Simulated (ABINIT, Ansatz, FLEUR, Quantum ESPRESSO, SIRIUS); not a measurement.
**One calculation of FeO, 5 ways**

```xyz
2
Lattice="1.5188 0.8769 2.5196 -1.5188 0.8769 2.5196 0.0000 -1.7538 2.5196" Properties=species:S:1:pos:R:3 pbc="T T T"
Fe    0.0000    0.0000    0.0000
O     0.0000    0.0000    3.7794
```

Alike in all runs: task single point; functional PBEsol; k mesh 11 × 11 × 11; occupations fermi-dirac, width 0.05 eV; collinear spin, ferromagnetic start; no spin-orbit coupling. Pressure is positive in compression and, in plane waves, holds the error of the finite cutoff.

```tsv
program and potentials	plane-wave cutoff (eV)	notes	pressure (GPa)	net moment per atom (μB)
Quantum ESPRESSO, GBRV 1.5 PBEsol	762	-	-9.35	2.00
SIRIUS, PseudoDojo 0.4.1 PBEsol standard (scalar relativistic)	1228	-	-10.09	2.00
ABINIT, JTH PAW PBE v2.0	707	potentials made for PBE	?	?
FLEUR, all-electron, FLAPW	-	-	-	2.00
Ansatz, all-electron LAPW, scalar-relativistic	-	-	-9.49	2.00
```

Question: Estimate from the other rows what the run with ABINIT, JTH PAW PBE v2.0 gave.

Answer: Pressure -9.87 GPa; net moment per atom 2.00 μB. The other rows, which needn't bracket it: pressure -10.09 to -9.35; net moment per atom 2.00.
